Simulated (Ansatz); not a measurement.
**Zone-centre phonons of TiC at 11 GPa: input and output**

The calculation used Ansatz, DFT PBE, scalar-relativistic, plane waves, PAW.

Launched with:
```bash
ansatz run input.yaml --threads 1 --pin off --max-ram 3072MiB --backend cpu --events-out ev --progress --plain --runs-dir out
```

Input (bare energies are in eV):
```yaml
crystal:
  lattice:
    - [0.0, 2.1376040173, 2.1376040173]
    - [2.1376040173, 0.0, 2.1376040173]
    - [2.1376040173, 2.1376040173, 0.0]
  atoms:
    - { symbol: Ti, position: [0.0, 0.0, 0.0] }
    - { symbol: C, position: [0.5, 0.5, 0.5] }
basis:
  ecutwfc: 420
kpoints:
  mp_grid: { grid: [16, 16, 16] }
hamiltonian:
  xc: pbe
scf:
  occupations: { method: fermi_dirac, width: 0.15 }
output:
  eigenvalues: true
phonons:
  method: dfpt
  eigenvectors: true
```

The end of the output:
```
--- Phonons (Γ-DFPT): 2 representative perturbations + reference, on 349 of 4096 k-points (Σ response iterations 6) ---
  k mesh reduced under 8 symmetry operations, with k and −k counted as one. Each operation leaves every solved perturbation unchanged. A smaller set is not used because it would not reduce the number of displacements ...
  ASR residual: 4.779e-4 → 0.000e0 eV/Å²; symmetrization residual: 2.513e-7 eV/Å²
  ASR residual per site (eV/Å²): 4.78e-4 3.01e-5
  Γ frequencies (cm⁻¹): 0.00 0.00 0.00 554.03 554.03 554.03
  non-analytic LO–TO correction: not included (Born effective charges unavailable; polar crystals: no LO–TO splitting at Γ)
```

Time: 23 s on 1 thread of Intel(R) Xeon(R) Platinum 8259CL CPU @ 2.50GHz (Skylake/Cascade Lake), with other jobs on the host, peak memory 0.64 GiB.

In a metal, frequencies and elastic constants depend on the k mesh and the smearing, soft modes and shear constants most.